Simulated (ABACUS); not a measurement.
The system is Hf.

```xyz
2
Lattice="3.1967 0.0000 0.0000 -1.5983 2.7684 0.0000 0.0000 0.0000 5.0578" Properties=species:S:1:pos:R:3 pbc="T T T"
Hf    1.5984    0.9228    3.7934
Hf    0.0000    1.8456    1.2645
```

```yaml
Program: ABACUS 3.10.1
Task: single point
Functional: PBE
Potentials_or_basis: PseudoDojo NC SR 0.4.1 PBE standard
Cutoff: 1361 eV
Density_cutoff: 5442 eV
Basis: DZP LCAO (the cutoffs set its grid)
k_mesh: 10 × 10 × 5
Occupations: fermi-dirac, width 0.05 eV
Spin: no spin polarisation
```

On this cell: pressure 0.8 GPa; largest force under 0.003 eV/Å; band gap on the k mesh none (metal or under the smearing width).

The same run follows on a disturbed copy (atoms moved at random, drawn with an rms of 0.05 Å):

```xyz
2
Lattice="3.1967 0.0000 0.0000 -1.5983 2.7684 0.0000 0.0000 0.0000 5.0578" Properties=species:S:1:pos:R:3 pbc="T T T"
Hf    1.5908    0.9587    3.8161
Hf   -0.0345    1.8628    1.2476
```

What does the disturbed cell give?

The energy (extrapolated to zero smearing) moves by +2.2 meV/atom; pressure 0.9 GPa; largest force 0.174 eV/Å; band gap on the k mesh none (metal or under the smearing width).

Forces in eV/Å, atoms in the order of the input:
```
Hf  -0.065 -0.045 -0.155
Hf   0.065  0.045  0.155
```

Stress tensor (GPa, compression positive):
```
1.14 0.26 0.05
0.26 0.78 0.04
0.05 0.04 0.78
```

Caveats: the atomic orbitals were generated for these runs and aren't a published set; the basis of atomic orbitals isn't converged, which shifts pressures, moduli and gaps.
